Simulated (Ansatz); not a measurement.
**BaTiO3 at a changed volume: ⁴⁹Ti NMR of the central transition**

Cell: a COD entry, relaxed with PBE at fixed cell and then changed (volume scaled by 0.98, ions relaxed).

```yaml
crystal:
  lattice:
    - [2.80869, 1.62160, 2.30218]
    - [-2.80869, 1.62160, 2.30218]
    - [0.00000, -3.24319, 2.30218]
  atoms:
    - { symbol: Ba, position: [0.99936, 0.99936, 0.99936] }
    - { symbol: Ti, position: [0.48934, 0.48934, 0.48934] }
    - { symbol: O, position: [0.50934, 0.50934, 0.01392] }
    - { symbol: O, position: [0.01392, 0.50934, 0.50934] }
    - { symbol: O, position: [0.50934, 0.01392, 0.50934] }
```

Sites (sets of like atoms) are named by element and the number of their first atom in this list.

Method: Kohn–Sham DFT in Ansatz, PBE, plane waves and PAW, scalar-relativistic, 420 eV cutoff, Γ-centred 8×8×8 k-points, Fermi–Dirac smearing 0.02 eV.

⁴⁹Ti has I = 7/2 and Q = 247.0 mb (Pyykkö 2018); at 18.8 T its Larmor frequency is ν₀ = 45.2 MHz. Only the quadrupole interaction is simulated: positions count from each site's isotropic chemical shift, and J coupling is left out, as are shift anisotropy and dipolar coupling, which fast spinning averages.

Simulated pattern of one Ti site (fast magic-angle spinning, Gaussian broadening 0.1 kHz):

(offset (kHz), height): (-2.644, 0), (-2.540, 4), (-2.435, 6), (-2.331, 6), (-2.227, 6), (-2.122, 6), (-2.018, 7), (-1.914, 7), (-1.809, 7), (-1.705, 12), (-1.601, 74), (-1.496, 75), (-1.392, 53), (-1.288, 47), (-1.183, 44), (-1.079, 43), (-0.975, 43), (-0.870, 44), (-0.766, 47), (-0.662, 53), (-0.558, 64), (-0.453, 100), (-0.349, 81), (-0.245, 3)

**Question.** Which |C_Q| and η does the pattern imply?

**Answer.** The pattern spans 2.19 kHz before broadening and its centre of gravity is at -1.02 kHz, which fixes P_Q; the places of the horns and steps fix η. That gives P_Q = 4.26 MHz, |C_Q| = 4.26 MHz and η = 0.00. The sign of C_Q can't be read from the pattern.

An axis of threefold or higher order runs through Ti, so V_zz lies along it and η is zero.

At this changed cell the PBE pressure is 7 GPa.

The relaxation (5 steps) took 37 s of wall time (37 s of CPU time) and 0.56 GiB at its peak, on 1 thread of Intel Xeon Platinum 8488C (Sapphire Rapids) (x86_64; 16 cores open to the job, memory cap 3.0 GiB, no GPU), a shared host with a load of 0.4 a core.
